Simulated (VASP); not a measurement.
# CdTe (F-43m) in VASP: a series of runs, part 2 of 2

VASP 6.6.1.

## 4. Single point, r2SCAN

File POSCAR:

```
CdTe
1.0
    4.5325540000      0.0000000000      0.0000000000
    2.2662770000      3.9253069080      0.0000000000
    2.2662770000      1.3084356360      3.7008148439
Cd Te
1 1
Direct
    0.0000000000      0.0000000000      0.0000000000
    0.2500000000      0.2500000000      0.2500000000
```

File INCAR.step1:

```
SYSTEM = CdTe
  PREC = Accurate
  ENCUT = 520
  ISMEAR = 0
  SIGMA = 0.01
  LREAL = .False.
  LASPH = .True.
  NELM = 60
  NBANDS = 16
  GGA = PE
  ALGO = Normal
  EDIFF = 1E-4
  LWAVE = .True.
  LCHARG = .False.
```

File INCAR.step2:

```
SYSTEM = CdTe
  PREC = Accurate
  ENCUT = 520
  EDIFF = 1E-6
  ISMEAR = 0
  SIGMA = 0.01
  LREAL = .False.
  LASPH = .True.
  NELM = 60
  ALGO = Normal
  ISIF = 2
  LWAVE = .False.
  LCHARG = .False.
  METAGGA = R2SCAN
  LMIXTAU = .True.
  NBANDS = 16
  ISTART = 1
```

File KPOINTS:

```
Automatic mesh
0
Gamma
  6 6 6
  0 0 0
```

Potentials or basis: VASP PAW PBE potentials, release 64 (Cd, Te).

On the command line:

```
> cat potpaw_PBE.64/Cd/POTCAR potpaw_PBE.64/Te/POTCAR > POTCAR
> cp INCAR.step1 INCAR
> mpirun -np 1 vasp_std > vasp.out
> cp INCAR.step2 INCAR
> mpirun -np 1 vasp_std > vasp.out
```

OUTCAR:

```text
SYSTEM = CdTe
   PREC = Accurate
   ENCUT = 520
   EDIFF = 1E-6
   ISMEAR = 0
   LREAL = .False.
   LASPH = .True.
   NELM = 60
   ISIF = 2
   METAGGA = R2SCAN
   ISTART = 1

 ion  position               nearest neighbor table
   1  0.000  0.000  0.000-   2 2.78   2 2.78   2 2.78   2 2.78
   2  0.250  0.250  0.250-   1 2.78   1 2.78   1 2.78   1 2.78

  LATTYP: Found a face centered cubic cell.
 ALAT       =     6.4099993390

  Lattice vectors:

[... 479 lines left out ...]
     16      14.5888      0.00000

------------------------ aborting loop because EDIFF is reached ----------------------------------------

  FORCE on cell =-STRESS in cart. coord.  units (eV):
  Direction    XX          YY          ZZ          XY          YZ          ZX
  --------------------------------------------------------------------------------------
  -------------------------------------------------------------------------------------
  Total        1.3939382      1.3939382      1.3939382      0.0000000     -0.0000000     -0.0000000
  in kB       33.9187738     33.9187738     33.9187738      0.0000000     -0.0000000     -0.0000000
  external PRESSURE =      33.9187738 kB  Pullay stress =       0.0000000 kB

 VOLUME and BASIS-vectors are now :
 -----------------------------------------------------------------------------
  energy-cutoff  :      520.00
  volume of cell :       65.84
      direct lattice vectors                 reciprocal lattice vectors
     4.532554000  0.000000000  0.000000000     0.220626164 -0.127378575 -0.090070254
     2.266277000  3.925306908  0.000000000     0.000000000  0.254757150 -0.090070254
     2.266277000  1.308435636  3.700814844     0.000000000  0.000000000  0.270210762

 POSITION                                       TOTAL-FORCE (eV/Angst)
 -----------------------------------------------------------------------------------
      0.00000      0.00000      0.00000         0.000000     -0.000000     -0.000000
      2.26628      1.30844      0.92520        -0.000000      0.000000      0.000000
 -----------------------------------------------------------------------------------
    total drift:                               -0.000003     -0.000002     -0.000001

  FREE ENERGIE OF THE ION-ELECTRON SYSTEM (eV)
  ---------------------------------------------------
  free  energy   TOTEN  =       -46.5933550170 eV

  energy  without entropy=      -46.5933550170  energy(sigma->0) =      -46.59335502
```

OSZICAR.step1:

```text
N       E                     dE             d eps       ncg     rms          rms(c)
DAV:   1     0.102017415123E+03    0.10202E+03   -0.83057E+03   520   0.975E+02
DAV:   2    -0.124315450906E+01   -0.10326E+03   -0.97477E+02   600   0.238E+02
DAV:   3    -0.491522053655E+01   -0.36721E+01   -0.36644E+01   664   0.466E+01
DAV:   4    -0.495029188515E+01   -0.35071E-01   -0.35070E-01   744   0.388E+00
DAV:   5    -0.495045339619E+01   -0.16151E-03   -0.16151E-03   680   0.220E-01    0.602E+00
DAV:   6    -0.473589944951E+01    0.21455E+00   -0.36804E-01   592   0.754E+00    0.485E+00
DAV:   7    -0.471981689775E+01    0.16083E-01   -0.11306E-01   584   0.221E+00    0.180E+00
DAV:   8    -0.472068017977E+01   -0.86328E-03   -0.11619E-02   576   0.124E+00    0.492E-01
DAV:   9    -0.472098605007E+01   -0.30587E-03   -0.96830E-04   624   0.338E-01    0.121E-01
DAV:  10    -0.472104287958E+01   -0.56830E-04   -0.10647E-04   528   0.103E-01
   1 F= -.47210429E+01 E0= -.47210429E+01  d E =-.158345E-22
```

It took 41 s on 1 thread of Intel Xeon Platinum 8559C (Emerald Rapids), shared host; peak memory 0.21 GiB.

What came out:

* Free energy: -46.5934 eV
* Pressure: 3.4 GPa
* Band gap on the k mesh: 1.38 eV, direct

Caveat: the PAW data sets were made with another functional, which shifts forces and pressure a little; spin-orbit coupling is left out, which moves the levels of the heavy elements. r2SCAN opens gaps a little over a GGA but as a rule still falls short of measured ones.

## 5. Overview

```csv
level,potentials or basis,gap on the mesh (eV),pressure (GPa)
LDA,"VASP PAW LDA potentials, release 64 (Cd, Te)",0.65,0.3
PBE,"VASP PAW PBE potentials, release 64 (Cd, Te)",0.87,4.4
r2SCAN,"VASP PAW PBE potentials, release 64 (Cd, Te)",1.38,3.4
```

Alike in all rows: task single point; no spin polarisation; cell as given; k mesh 6 × 6 × 6; cutoff (eV) 520; smearing gaussian 0.01 eV.

Caveats: spin-orbit coupling is left out, which moves the levels of the heavy elements; the PAW data sets were made with another functional, which shifts forces and pressure a little (some runs).

Absolute energies hang on the potentials; compare differences alone.

## 6. How close it comes

Step 2. Measured gap of CdTe: 1.607 eV (0 K; a printed reference work, data compilation). This calculation gives 0.65 eV (-0.96 eV). Spin-orbit coupling on Cd, Te is left out. The value is that of LDA, without temperature or zero-point motion. Semilocal functionals fall short of measured gaps as a rule.
